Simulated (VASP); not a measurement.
Mg3Sb2:

```
Sb Mg
1.0
     4.58200    0.00000    0.00000
    -2.29100    3.96813    0.00000
     0.00000    0.00000    7.24400
Sb Mg
2 3
Direct
  0.66667 0.33333 0.76500
  0.33333 0.66667 0.23500
  0.00000 0.00000 0.00000
  0.66667 0.33333 0.37000
  0.33333 0.66667 0.63000
```

Base run:

```yaml
Program: VASP 6.6.1
Functional: TB-mBJ
Potentials_or_basis: VASP PAW PBE potentials, release 64 (Sb, Mg)
Cutoff: 520 eV
k_mesh: 7 × 7 × 4
Occupations: fermi-dirac, width 0.05 eV
Spin: no spin polarisation
```

Its results: band gap on the k mesh 0.80 eV, indirect (least direct gap 1.78 eV).

**Question.** The run is repeated on the same cell with these changes: functional from TB-mBJ to LAK. What comes out?

**Answer.** Band gap on the k mesh 0.67 eV, indirect (least direct gap 1.83 eV).

Caveats: spin-orbit coupling is left out, which moves the levels of the heavy elements; the mesh misses the band edges, which the band path finds closer together (some runs).
